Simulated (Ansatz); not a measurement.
**Br (fcc type): how the settings move a single-point run**

Question: which choices in the input matter for Br (fcc type)?

Method: reference: DFT, LDA, all-electron PAW with datasets made for the crystal, scalar-relativistic, in Ansatz 0.2.0.

**1. The starting structure**

Symmetry: Fm-3m, No. 225, cubic system. Conventional cell: a = 3.967 Å, b = 3.967 Å, c = 3.967 Å, α = 90.00°, β = 90.00°, γ = 90.00°. Br (site symmetry m-3m) is surrounded by 12 Br at 2.80 Å.

As a file:

```
CELL_PARAMETERS angstrom
0.00000 1.98340 1.98340
1.98340 0.00000 1.98340
1.98340 1.98340 0.00000
ATOMIC_POSITIONS crystal
Br 0.00000 0.00000 0.00000
```

**2. Baseline**

The input, input.yaml:

```yaml
crystal:
  lattice:
    - [0.0, 1.9834031989, 1.9834031989]
    - [1.9834031989, 0.0, 1.9834031989]
    - [1.9834031989, 1.9834031989, 0.0]
  atoms:
    - { symbol: Br, position: [0.0, 0.0, 0.0] }
kpoints:
  mp_grid: { grid: [14, 14, 14] }
scf:
  occupations: { method: fermi_dirac, width: 0.1 }
hamiltonian:
  xc: lda
  pseudopotentials: { kind: all_electron, datasets: crystal }
output:
  forces: true
  stress: true
  eigenvalues: true
```

Command:

```sh
$ ansatz run input.yaml --threads 1 --pin off --max-ram 2048MiB --backend cpu --events-out ev --progress --plain --runs-dir out
```

**3. Variant: mp_grid.grid [21, 21, 21], scf.algorithm density_mixing, xc pbe**

Edit input.yaml of step 2 so:

```diff
@@ -8,7 +8,8 @@
 kpoints:
-  mp_grid: { grid: [14, 14, 14] }
+  mp_grid: { grid: [21, 21, 21] }
 scf:
   occupations: { method: fermi_dirac, width: 0.1 }
+  algorithm: density_mixing
 hamiltonian:
-  xc: lda
+  xc: pbe
   pseudopotentials: { kind: all_electron, datasets: crystal }
```

Q: Predict the outcome of this session. Wanted: for each run, ending; energy change; pressure; gap; force.

The runs gave:

| run | ending | energy change | pressure (GPa) | gap (eV) | force (eV/Å) | cycles | time |
| --- | --- | --- | --- | --- | --- | --- | --- |
| reference | converged | - | 46.6 | 0.00 | 0.00 | 5 | 3.7 s |
| 1: mp_grid.grid [21, 21, 21], scf.algorithm density_mixing, xc pbe | converged | not comparable | 56.4 | 0.00 | 0.00 | 6 | 9.1 s |

Residual by cycle in the longest SCF loop of each run; runs are numbered as in the table. The quantity is the density residual dr2, in eV.

| cycle | reference | run 1 |
| --- | --- | --- |
| 1 | 0.0255 | 0.0132 |
| 2 | 0.00282 | 0.00191 |
| 3 | 7.0e-6 | 5.0e-6 |
| 4 | 2.6e-7 | 6.8e-7 |
| 5 | 7.9e-9 | 1.2e-8 |
| 6 | - | 1.1e-10 |

Total energies don't compare across a change of functional; the pressure goes from 46.6 to 56.4 GPa. The k-point mesh changed too. Cost: 6 SCF cycles against 5, 9.1 s against 3.7 s. The structure is not at rest: the sound run finds 47 GPa, so these are no properties of the relaxed crystal. 
